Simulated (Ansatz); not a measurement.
## Te, hcp: geometry optimisation

Method: Ansatz 0.2.0, DFT, revPBE, plane waves (420 eV) with PAW, scalar-relativistic. The PAW files were generated under PBE, with cores re-solved for the functional.

k-point mesh 11×11×6, Fermi-Dirac smearing 0.1 eV, no spin polarisation. Cell and atoms relax.

Starting structure:

```yaml
crystal:
  lattice:
    - [3.4420649897, 0.0, 0.0]
    - [-1.7210324948, 2.9809157225, 0.0]
    - [0.0, 0.0, 5.6208921281]
  atoms:
    - { symbol: Te, position: [0.3333333333, 0.6666666667, 0.25] }
    - { symbol: Te, position: [0.6666666667, 0.3333333333, 0.75] }
hamiltonian:
  xc: revpbe
  pseudopotentials:
    kind: paw
    azcp:
      Te: "pseudopotentials/Te.paw.azcp"
basis:
  ecutwfc: 420
  fft_grid_basis: typed
kpoints:
  mp_grid: { grid: [11, 11, 6], shift: [0, 0, 0] }
magnetization:
  spin_polarized: false
scf:
  occupations: { method: fermi_dirac, width: 0.1 }
relax:
  max_steps: 60
  f_tol: 0.01
  cell: {}
output:
  write_density: true
  write_potential: true
  elf: true
  volumetric_format: npy
```

Question: The pressure at the start is 0.2 GPa. By how much does the volume change?

Answer: From 28.84 to 32.27 Å³ per atom, 11.9 %. The final cell has a = 4.111 Å, c = 4.409 Å (c/a = 1.072).

The cell has left the hcp structure type; it ends in P6_3/mmc.

Question: How much energy does the relaxation gain?

Answer: 245.1 meV per atom.

Path of the relaxation (the plane waves are chosen anew near the end, which can shift the energy a little):

```tsv
step	E − E(final) (meV/atom)	V (Å³/atom)	P (GPa)	max force (eV/Å)
0	245.15	28.837	0.16	0.000
1	232.42	28.937	-0.09	0.000
2	182.20	28.926	0.22	0.000
3	119.67	28.779	1.33	0.000
4	47.16	29.878	0.90	0.000
5	16.49	30.752	1.07	0.000
6	14.76	31.189	0.27	0.000
7	14.66	31.345	-0.01	0.000
8	4.26	31.345	0.66	0.000
9	0.55	31.929	0.36	0.000
10	0.12	32.268	0.03	0.000
11	0.00	32.268	0.03	0.000
```
